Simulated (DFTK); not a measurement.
Write the native input for DFTK 0.8.2 that does the following.

```
Task                         : equation of state
Functional                   : AM05
Potentials or basis          : SG15 1.2 (PBE)
Cutoff                       : 952 eV
k mesh                       : 5 × 5 × 5
Occupations                  : fermi-dirac, width 0.05 eV
Spin                         : no spin polarisation
Valence electrons            : Rb 9
Volume scales                : [0.94, 0.96, 0.98, 1.0, 1.02, 1.04, 1.06]
SCF tolerance on the density : 1e-06
```

Crystal: Rb.

```
Rb
1.0
    -2.80250    2.80250    2.80250
     2.80250   -2.80250    2.80250
     2.80250    2.80250   -2.80250
Rb
1
Direct
  0.00000 0.00000 0.00000
```

The input as run:

run.jl

```julia
using DFTK
using PseudoPotentialData
using Unitful, UnitfulAtomic
using LinearAlgebra, Printf
include("save.jl")
disable_threading()

# lattice vectors are the columns
lattice = austrip(1u"Å") * [       -2.8025         2.8025         2.8025;
                   2.8025        -2.8025         2.8025;
                   2.8025         2.8025        -2.8025]
symbols   = [:Rb]
positions = [[0.0, 0.0, 0.0]]
pseudopotentials = Dict(:Rb => "Rb.upf")
elements = Dict(s => ElementPsp(s, pseudopotentials; rcut=10.0) for s in unique(symbols))
atoms    = [elements[s] for s in symbols]

build_model(lattice, positions; symmetries=true) =
    model_DFT(lattice, atoms, positions;
              functionals=[:gga_x_am05, :gga_c_am05],
              temperature=austrip(0.05u"eV"),
              smearing=Smearing.FermiDirac(),
              symmetries)
Ecut  = 35.0  # hartree
kgrid = [5, 5, 5]
tol   = 1e-6
to_GPa = ustrip(uconvert(u"GPa", 1u"hartree/bohr^3"))

results["points"] = []
for scale in [0.94, 0.96, 0.98, 1.0, 1.02, 1.04, 1.06]
    println("\n=== scale = ", scale)
    model = build_model(cbrt(scale) * lattice, positions)
    basis = PlaneWaveBasis(model; Ecut, kgrid)
    t0 = time()
    scfres = self_consistent_field(basis;
                                   tol,
                                   nbandsalg=AdaptiveBands(model; n_bands_converge=9))
    seconds = time() - t0
    @printf "SCF: %d iterations, %.1f s\n" scfres.n_iter seconds
    forces = compute_forces_cart(scfres)
    stress = compute_stresses_cart(scfres)
    @printf "V = %.5f Å^3  F = %.8f Ha  max force = %.5f eV/Å  p = %.4f GPa\n" ustrip(auconvert(u"Å^3", model.unit_cell_volume)) scfres.energies.total ustrip(auconvert(u"eV/Å", maximum(norm, forces))) (-tr(stress) / 3 * to_GPa)
    push!(results["points"], save_scf!(scfres; forces, stress, d=Dict{String,Any}("seconds" => seconds, "n_matvec" => get(scfres, :n_matvec, 0))))
end

# third-order Birch-Murnaghan fit in x = V^(-2/3)
V = [0.94, 0.96, 0.98, 1.0, 1.02, 1.04, 1.06] * abs(det(lattice))
E = [p["total"] for p in results["points"]]
x = V .^ (-2 / 3)
c = [x .^ 0 x x .^ 2 x .^ 3] \ E
Δ = c[3]^2 - 3c[2] * c[4]
if Δ > 0
    x0 = (-c[3] + sqrt(Δ)) / 3c[4]
    B0 = 4 / 9 * x0^(7 / 2) * (2c[3] + 6c[4] * x0)
    @printf "V0 = %.4f Å^3  B0 = %.2f GPa\n" ustrip(auconvert(u"Å^3", x0^(-3 / 2))) B0 * to_GPa
end
```

Potentials or basis: SG15 1.2 (PBE).

Command:

```sh
$ julia --threads=1 run.jl  # save.jl only writes the numbers to a file and isn't shown; printed stress counts tension as positive; times include loading and compiling
```

It gave:

```
Equilibrium volume                      : 91.01 Å³/atom
Bulk modulus                            : 2.6 GPa
Pressure derivative of the bulk modulus : 3.7
```

Caveat: the potentials were made for another functional, which shifts forces and pressure.

It took 5.8 min on 1 thread of Intel(R) Xeon(R) Platinum 8488C (Sapphire Rapids) (shared host), peak memory 1.6 GiB.
